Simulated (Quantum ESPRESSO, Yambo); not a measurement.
An input for Yambo 5.3.0 (PbSe (Clausthalite)):

```
HF_and_locXC
gw0
dyson
ppa
em1d
rim_cut
RandQpts= 1000000
RandGvec= 1 RL
EXXRLvcs= 78 Ry
VXCRLvcs= 312 Ry
Chimod= "HARTREE"
% BndsRnXp
 1 | 165 |
%
NGsBlkXp= 10.5 Ry
% LongDrXp
 1 | 0 | 0 |
%
% GbndRnge
 1 | 165 |
%
DysSolver= "n"
ExtendOut
PPAPntXp= 27.21138 eV
% QPkrange
 3 | 3 | 14 | 17 |
 1 | 1 | 14 | 17 |
%
```

```sh
OMP_NUM_THREADS=1 mpirun -n 4 yambo -F gw7.in -J gw7 -C gw7 > gw7.log
```

The stored states that it reads are on a 4×4×4 mesh. Symmetry: Fm-3m, No. 225, cubic system. The conventional cell has a = 6.121 Å, b = 6.121 Å, c = 6.121 Å, α = 90.00°, β = 90.00°, γ = 90.00°. Nearest to Pb lie 6 Se at 3.06 Å. Nearest to Se lie 6 Pb at 3.06 Å. Farther neighbours and most contacts between anions are not listed.

Q: Estimate wall time and host memory on 4 MPI ranks of Arm Neoverse V1, shared host.

It took 2.1 min; on shared hardware allow 63 s to 4.2 min. Peak host memory was 1.7 GiB.

The screening grows as filled bands × empty bands × pairs of k points, times the square of the screening basis for the matrix.

[Paths, hosts, dates, memory and timing lines, banners, echoed tables and standing remarks are left out of the program output.]

[Logs are printed without paths, hosts, clocks, repeated set-up lines and the standing remarks that a program may print on its own settings, such as how far it seeks lower states.]

[Runs of the session that timed out or met a known fault of the program may be left out.]

[Hosts, paths, dates, database ids (printed as entryN), source tags and the programs' standing remarks are cut or masked in the printed files.]
